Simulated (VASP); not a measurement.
Input of a VASP 6.6.1 run:

POSCAR

```
Os
1.0
   -1.5351649095      1.5351649095      1.5351649095
    1.5351649095     -1.5351649095      1.5351649095
    1.5351649095      1.5351649095     -1.5351649095
Os
1
Direct
    0.0000000000      0.0000000000      0.0000000000
```

The input INCAR.step1:

```
SYSTEM = Os
PREC = Accurate ; ENCUT = 520
ISMEAR = 0 ; SIGMA = 0.05
LREAL = .False. ; LASPH = .True.
NELM = 100 ; NBANDS = 10
GGA = PE ; ALGO = Normal
EDIFF = 1E-4 ; LWAVE = .True.
LCHARG = .False.
```

File INCAR.step2:

```
SYSTEM = Os
PREC = Accurate ; ENCUT = 520
EDIFF = 1E-7 ; ISMEAR = 0
SIGMA = 0.05 ; LREAL = .False.
LASPH = .True. ; NELM = 100
ALGO = Normal ; ISIF = 2
LWAVE = .False. ; LCHARG = .False.
METAGGA = R2SCAN ; LMIXTAU = .True.
NBANDS = 10 ; ISTART = 1
```

Contents of KPOINTS:

```
Automatic mesh
0
Gamma
  18 18 18
  0 0 0
```

Potentials or basis: VASP PAW PBE potentials, release 64 (Os).

Command:

```sh
$ cat potpaw_PBE.64/Os/POTCAR > POTCAR
$ cp INCAR.step1 INCAR
$ mpirun -np 1 vasp_std > vasp.out
$ cp INCAR.step2 INCAR
$ mpirun -np 1 vasp_std > vasp.out
```

Q: Predict the pressure.

A: 1.1 GPa.

Q: What does it give for the band gap on the k mesh?

A: None (metal or under the smearing width).

Caveat: the PAW data sets were made with another functional, which shifts forces and pressure a little. The run has no spin-orbit coupling, so splittings on Os are missing.
